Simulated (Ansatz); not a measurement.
## Mo (fcc)

Computed with Ansatz (plane waves, PAW, 500 eV cutoff): r²SCAN, scalar-relativistic, no spin polarisation, Γ-centred 18×18×18 mesh, 0.05 eV Gaussian smearing. The datasets are Ansatz's generated set soft_2.

```
Mo
1.0
     0.00000    1.99353    1.99353
     1.99353    0.00000    1.99353
     1.99353    1.99353    0.00000
Mo
1
Direct
  0.00000 0.00000 0.00000
```

At room temperature and ambient pressure Mo is bcc.

Cell and atoms are those of this level's equilibrium.

Path: Γ–X–U | K–Γ–L–W–X, with Γ = (0.000, 0.000, 0.000), X = (0.500, 0.000, 0.500), U = (0.625, 0.250, 0.625), K = (0.375, 0.375, 0.750), L = (0.500, 0.500, 0.500), W = (0.500, 0.250, 0.750) in reciprocal vectors of the calculation's cell.

Levels between -3 and 5 eV from the Fermi level at the path's named points:
```tsv
point	below E_F (eV)	above E_F (eV)
Γ	-0.76 -0.76 -0.76	2.20 2.20
X		4.20 4.33 4.85 4.85
U and K		0.07 2.36 3.92
L	-0.89 -0.89	1.53 4.29 4.29
W	-1.97 -1.97	1.48 4.86
```

Question: By these bands, is it a metal or an insulator, and if it has a gap, where are the band edges on this path?

Answer: A metal: bands cross the Fermi level.
